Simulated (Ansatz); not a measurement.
What a trial cell of Sc relaxes into

Theory: DFT PBE, scalar-relativistic, plane waves, PAW (Ansatz). Cutoff 420 eV, Γ-centred k mesh, Gaussian smearing, no spin polarisation in the final step.

The start is a random cell of Sc without symmetry, drawn with lower limits on the distances.

```yaml
crystal:
  lattice:
    - [4.08897, 0.00000, 0.00000]
    - [-1.30159, 6.18208, 0.00000]
    - [1.23868, 1.05875, 3.50337]
  atoms:
    - { symbol: Sc, position: [0.36293, 0.12186, 0.38395] }
    - { symbol: Sc, position: [0.51720, 0.55704, 0.02217] }
    - { symbol: Sc, position: [0.65660, 0.85108, 0.25955] }
```

Cell and atoms relax at zero pressure; the relaxation can't lower the symmetry of the start. After a coarse first stage the cell is made exact in the group found at 0.06 Å.

Energies count from the standard state of Sc at the same level.

(1) Describe the relaxed structure.

(2) What are its volume, energy, density and gap?

## Answers

(1) It ends in R-3m (No. 166). The result has the samarium (9R) structure. Conventional cell: a = 3.302 Å, c = 23.460 Å. Sc on Wyckoff site a (1 atom of the primitive cell) has 12 Sc at 3.24–3.30 Å; Sc on Wyckoff site c (2 atoms of the primitive cell) has 12 Sc at 3.20–3.30 Å.

```cif
data_structure
_symmetry_space_group_name_H-M 'R-3m:H'
_symmetry_Int_Tables_number 166
_cell_length_a 3.3019
_cell_length_b 3.3019
_cell_length_c 23.4604
_cell_angle_alpha 90.000
_cell_angle_beta 90.000
_cell_angle_gamma 120.000
_cell_volume 221.51
loop_
_atom_site_label
_atom_site_type_symbol
_atom_site_symmetry_multiplicity
_atom_site_Wyckoff_symbol
_atom_site_fract_x
_atom_site_fract_y
_atom_site_fract_z
_atom_site_occupancy
Sc1 Sc 3 a 0.00000 0.00000 0.00000 1
Sc2 Sc 6 c 0.33333 0.66667 0.88818 1
```

(2) The volume per atom is 24.61 Å³ and the density is 3.03 g/cm³. The energy over the standard structure is 0.02 eV/atom and the gap on the 18×18×18 mesh is 0 eV (a metal).

The final run used a 18×18×18 mesh on its 3-atom cell and 0.10 eV smearing. For metals, differences of a few meV/atom aren't resolved. Symmetry constrained the relaxation, so the result can be a saddle point. The steps took of the order of 7 core-minutes in all.